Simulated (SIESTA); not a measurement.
Crystal: I.

```xyz
1
Lattice="-1.6175 1.6175 4.2648 1.6175 -1.6175 4.2648 1.6175 1.6175 -4.2648" Properties=species:S:1:pos:R:3 pbc="T T T"
I     0.0000    0.0000    0.0000
```

```yaml
Program: SIESTA 5.4.2
Task: relaxation of cell and atoms
Functional: PBE
Potentials_or_basis: SG15 1.2 (PBE files) or PseudoDojo by element
Basis: DZP (energy shift 0.003 Ry)
Grid_cutoff: 500 Ry
Energy_shift: 0.003 Ry
k_mesh: 11 × 11 × 11
Occupations: fermi-dirac, width 0.05 eV
Spin: no spin polarisation
```

At the start: pressure 1.9 GPa; volume 44.63 Å³/atom.

Question: How do energy, volume and symmetry change on relaxing?

Answer: Over 6 steps the energy falls by 19.3 meV/atom and the volume is 48.91 Å³/atom (+9.6 %); space group I4/mmm (No. 139, to 0.05 Å).

The path:
```
step  energy change (eV)  largest force (eV/Å)  pressure (GPa)  volume (Å³)
   1              0.0000                0.0000            1.90        44.63
   2             -0.0144                0.0000            0.80        45.99
   3             -0.0150                0.0000           -0.46        47.97
   4             -0.0173                0.0000            0.06        47.08
   5             -0.0186                0.0000            0.02        48.00
   6             -0.0193                0.0000           -0.04        48.91
```

Final structure:
```
CELL_PARAMETERS angstrom
-1.66611 1.64781 4.45162
1.64781 -1.66611 4.45162
1.66685 1.66685 -4.45856
ATOMIC_POSITIONS crystal
I 0.00000 0.00000 0.00000
```

Caveat: the basis of atomic orbitals isn't converged, which shifts pressures, moduli and gaps; an odd number of electrons without spin polarisation forces a metal; a magnetic or distorted state may lie lower.
